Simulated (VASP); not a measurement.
Set up this calculation in VASP 6.6.1, as the native input.

| Quantity | Value |
| --- | --- |
| Task | single point |
| Functional | LDA |
| Potentials or basis | VASP PAW LDA potentials, release 64 (O, C, H) |
| Cutoff | 520 eV |
| k mesh | 1 × 1 × 1 |
| Occupations | fermi-dirac, width 0.02 eV |
| Spin | no spin polarisation |
| Dipole correction | no |
| Further INCAR settings | LREAL = Auto; ALGO = Normal; EDIFF = 1e-06; NBANDS = 86 |

The structure of H2CO lies in POSCAR:

```
H2CO
1.0
    8.1882440000      0.0000000000      0.0000000000
    0.0000000000      8.1882440000      0.0000000000
    0.0000000000      0.0000000000      8.1882440000
O C H
10 10 20
Direct
    0.1134064886      0.2366563576      0.8064244300
    0.8343913542      0.1209172565      0.1644308597
    0.6761278731      0.8517210772      0.7194460742
    0.7664891276      0.7148785503      0.2852748404
    0.4512689168      0.0533936214      0.4759384308
    0.9086441489      0.4833637102      1.0419816508
    0.3363969125      0.6545115168      0.3811317787
    0.4581324152      0.8803963341      1.0051972071
    0.4252193755      0.4386166314     -0.0542607182
    0.6060029476      0.4256468176      0.4680246461
    0.2283639813      0.2693251447      0.7198246657
    0.9691821592      0.1740299874      0.1662993922
    0.7205940614      0.9905786882      0.7016400586
    0.6836997041      0.6471961510      0.1849114413
    0.5374168137      0.0565933306      0.3617259085
    0.8399603138      0.4626144507      0.9165945714
    0.2173970390      0.7438957608      0.3750010381
    0.4120907975      0.8059603500      0.8836204686
    0.3760757496      0.3514795114      0.0562269517
    0.6555740156      0.5485669455      0.5322752961
    0.2468539042      0.3919399568      0.6473671278
    0.3175039728      0.1690594467      0.6865452471
    1.0543774709      0.1725034085      0.0617226355
    1.0218918733      0.2387080795      0.2840535773
    0.6422133976      1.1095052859      0.7099202222
    0.8526492371      1.0238336816      0.6677866463
    0.6369253286      0.7217542614      0.0638598459
    0.6305381227      0.5185605119      0.2071628545
    0.5234699894      0.1666047079      0.2668948312
    0.6358139792     -0.0409978012      0.3282877257
    0.7569266378      0.5631732518      0.8639214953
    0.8576564157      0.3516504882      0.8308619040
    0.2380363848      0.8682203413      0.3342597021
    0.0968950119      0.7137061377      0.4157057362
    0.3638509063      0.8700766611      0.7740853839
    0.4223738325      0.6659791770      0.8776729174
    0.2843344678      0.2515435544      0.0346716585
    0.4154736962      0.3687359585      0.1794523954
    0.5963427568      0.6777033024      0.5276955596
    0.7781399773      0.5519986947      0.5997989312
```

The cell was built by a generator and needn't be a form met in nature.

These files were run (other wordings do the same):

INCAR

```
SYSTEM = H2CO
ALGO     = Normal         ! electronic algorithm
EDIFF    = 1E-6           ! SCF threshold, eV
ENCUT    = 520            ! plane-wave cutoff, eV
GGA      = CA             ! functional
ISIF     = 2              ! what is computed and relaxed
ISMEAR   = -1             ! smearing method
LASPH    = .True.         ! aspherical terms in the spheres
LCHARG   = .False.        ! write CHGCAR
LREAL    = Auto         
LWAVE    = .False.        ! write WAVECAR
NBANDS   = 86             ! bands
NELM     = 100            ! most SCF steps
PREC     = Accurate       ! precision mode
SIGMA    = 0.02           ! smearing width, eV
```

KPOINTS

```
k-points
0
Gamma
  1 1 1
  0 0 0
```

Potentials or basis: VASP PAW LDA potentials, release 64 (O, C, H).

Launch:

```sh
$ cat potpaw_LDA.64/O/POTCAR potpaw_LDA.64/C/POTCAR potpaw_LDA.64/H/POTCAR > POTCAR
$ mpirun -np 1 vasp_gam > vasp.out
```

It gave:

- Pressure: -1.0 GPa
- Largest force: 4.686 eV/Å
- Band gap on the k mesh: 2.29 eV, direct

Caveat: the standard files for N, O and F lose accuracy on very short bonds.

Run time: 52 s on 1 thread of Intel(R) Xeon(R) Platinum 8488C (Sapphire Rapids), on a shared host, peak memory 0.4 GiB.
